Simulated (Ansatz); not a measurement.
# TiO2: strain and displacement

```yaml
crystal:
  lattice:
    - [4.59400, 0.00000, 0.00000]
    - [0.00000, 4.59400, 0.00000]
    - [0.00000, 0.00000, 2.95900]
  atoms:
    - { symbol: Ti, position: [0.00000, 0.00000, 0.00000] }
    - { symbol: Ti, position: [0.50000, 0.50000, 0.50000] }
    - { symbol: O, position: [0.30600, 0.30600, 0.00000] }
    - { symbol: O, position: [0.19400, 0.80600, 0.50000] }
    - { symbol: O, position: [0.69400, 0.69400, 0.00000] }
    - { symbol: O, position: [0.80600, 0.19400, 0.50000] }
```

Atom numbers follow the list: Ti1, Ti2, O3, O4, O5, O6.

The conventional cell has a = 4.594 Å, b = 4.594 Å, c = 2.959 Å, α = 90.00°, β = 90.00°, γ = 90.00°. Around Ti (atom 1) lie 6 O at 1.94 to 1.99 Å. O (atom 3) has 3 Ti at 1.94 to 1.99 Å as nearest neighbours.

The geometry is COD entry 9007432, unchecked; take it as a test cell.

Computed with Ansatz 0.2.0, DFT, PBE, all-electron LAPW, scalar-relativistic.

Numerical set-up: a Γ-centred 7×7×10 k mesh, Fermi–Dirac smearing of 0.05 eV, basis error target 0.5 meV/atom, no spin polarisation.

The unchanged cell is at 5.40 GPa.

Semilocal functionals give too small gaps.

x, y and z are the Cartesian axes of the cell as listed; fractional coordinates follow a strain, and an engineering shear is twice the off-diagonal strain component.

(1) One change gave: energy change +15 meV/atom; stress change (xx, yy, zz, yz, xz, xy) 0.64, 0.64, 0.69, -4.21, -4.21, -6.56 GPa, compression positive; change of the force on O3 (-0.058, -0.058, 0.297) eV/Å; gap on the k mesh 1.93 → 1.93 eV. Which change was it?
A. equal xy, yz and zx engineering shear strains of -3 %
B. equal xy, yz and zx engineering shear strains of +2 %
C. equal xy, yz and zx engineering shear strains of +3 %
D. equal xy, yz and zx engineering shear strains of -2 %
E. equal xy, yz and zx engineering shear strains of +1 %
F. equal xy, yz and zx engineering shear strains of -1 %

Answers

(1) C. For equal xy, yz and zx engineering shear strains of -2 %: energy change +7 meV/atom; stress change (xx, yy, zz, yz, xz, xy) 0.28, 0.28, 0.34, 3.03, 3.03, 4.61 GPa, compression positive; change of the force on O3 (0.001, 0.001, -0.246) eV/Å; gap on the k mesh 1.93 → 1.93 eV. For equal xy, yz and zx engineering shear strains of +1 %: energy change +2 meV/atom; stress change (xx, yy, zz, yz, xz, xy) 0.07, 0.07, 0.08, -1.44, -1.44, -2.23 GPa, compression positive; change of the force on O3 (-0.012, -0.012, 0.106) eV/Å; gap on the k mesh 1.93 → 1.93 eV. For equal xy, yz and zx engineering shear strains of -3 %: energy change +16 meV/atom; stress change (xx, yy, zz, yz, xz, xy) 0.64, 0.64, 0.79, 4.62, 4.62, 7.00 GPa, compression positive; change of the force on O3 (-0.012, -0.012, -0.389) eV/Å; gap on the k mesh 1.93 → 1.93 eV. For equal xy, yz and zx engineering shear strains of -1 %: energy change +2 meV/atom; stress change (xx, yy, zz, yz, xz, xy) 0.07, 0.07, 0.08, 1.49, 1.49, 2.28 GPa, compression positive; change of the force on O3 (0.004, 0.004, -0.117) eV/Å; gap on the k mesh 1.93 → 1.93 eV. For equal xy, yz and zx engineering shear strains of +2 %: energy change +7 meV/atom; stress change (xx, yy, zz, yz, xz, xy) 0.28, 0.28, 0.31, -2.84, -2.84, -4.42 GPa, compression positive; change of the force on O3 (-0.032, -0.032, 0.205) eV/Å; gap on the k mesh 1.93 → 1.93 eV.
